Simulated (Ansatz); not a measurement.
Input and command of a calculation in Ansatz (plane waves; scalar-relativistic PAW potentials unless the input names others):

```yaml
crystal:
  lattice:
    - [4.0581567077, 0.0, 0.0]
    - [-2.0290783539, 3.5144668014, 0.0]
    - [0.0, 0.0, 6.7929161153]
  atoms:
    - { symbol: Ge, position: [0.6666666667, 0.3333333333, 0.0627911807] }
    - { symbol: Ge, position: [0.3333333333, 0.6666666667, 0.5627911807] }
    - { symbol: Ge, position: [0.6666666667, 0.3333333333, 0.4372088193] }
    - { symbol: Ge, position: [0.3333333333, 0.6666666667, 0.9372088193] }
basis:
  ecutwfc: 420
kpoints:
  mp_grid: { grid: [12, 12, 8] }
hamiltonian:
  xc: pbe
scf:
  occupations: { method: gaussian, width: 0.15 }
  mixing_beta: 400
  max_iter: 60
output:
  forces: true
  eigenvalues: true
  stress: true
```

```bash
ansatz run input.yaml --threads 2 --pin off --max-ram 5120MiB --backend cpu --events-out ev --progress --plain --runs-dir out
```

What will the program do with this input?

The program refuses it, because of a keyword of another program (scf.mixing_beta: not typed → 400). Without that key it is accepted.

Abridged log:
```
Error: YAML parse error: error: line 19 column 3: unknown field `mixing_beta`, expected one of max_iter, algorithm, n_extra_bands, self_checks, convergence, lower_state_search, omitted_lower_state_checks, lower_solution_reach, mixing, occupations, eigensolver, initial_density, exx
  --> <input>:19:3
   |
17 | scf:
18 |   occupations: { method: gaussian, width: 0.15 }
19 |   mixing_beta: 400
   |   ^ unknown field `mixing_beta`, expected one of max_iter, algorithm, n_extra_bands, self_checks, convergence, lower_state_search, omitted_lower_state_checks, lower_solution_reach, mixing, occupations, eigensolver, initial_density, exx
20 |   max_iter: 60
21 | output:
   |
```